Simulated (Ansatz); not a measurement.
# PbSe: the cost of one run

Program: Ansatz 0.2.0. Level of theory: DFT PBE, scalar-relativistic, plane waves, PAW. These are calculated values, not measurements.

1 further run of the same task is left out (set aside as unsound or not needed).

### Step 1. The structure to begin with

The structure is cubic, space group Fm-3m (No. 225). Conventional cell: a = 6.124 Å, b = 6.124 Å, c = 6.124 Å, α = 90.00°, β = 90.00°, γ = 90.00°. Pb (site symmetry m-3m) is surrounded by 6 Se at 3.06 Å. Around Se (site symmetry m-3m) lie 6 Pb at 3.06 Å.

Structure file:

```xyz
2
Lattice="0.0000 3.0622 3.0621 3.0622 0.0000 3.0622 3.0621 3.0622 0.0000" Properties=species:S:1:pos:R:3 pbc="T T T"
Pb    0.0000    0.0000    0.0000
Se    3.0621    3.0622    3.0621
```

The structure comes from the Crystallography Open Database.

### Step 2. A random distortion, cell strained

Against the listed cell: strain xx, yy, zz, yz, xz, xy = -4.0, -1.0, -2.8, -2.0, -2.0, +0.8 %; atoms moved by 0.15 Å root mean square, at most 0.15 Å.

input.yaml reads:

```yaml
crystal:
  lattice:
    - [-0.035704669, 2.9713572525, 2.916636632]
    - [2.880135804, -0.036807043, 2.917739006]
    - [2.964712387, 3.0570362095, -0.121383626]
  atoms:
    - { symbol: Pb, position: [0.0339206113, 0.0041572098, -0.0349558317] }
    - { symbol: Se, position: [0.4660793887, 0.4958427902, 0.5349558317] }
basis:
  ecutwfc: 420
kpoints:
  mp_grid: { grid: [10, 10, 10] }
hamiltonian:
  xc: pbe
scf:
  occupations: { method: gaussian, width: 0.05 }
output:
  forces: true
  stress: true
  eigenvalues: true
```

The run is started by

```bash
ansatz run input.yaml --threads 1 --pin off --max-ram 1331MiB --backend cpu --events-out ev --progress --plain --runs-dir out
```

Q: Estimate wall time and peak memory on 1 thread of an x86-64 CPU, shared host.

About 81 s, with a peak of 0.77 GiB.
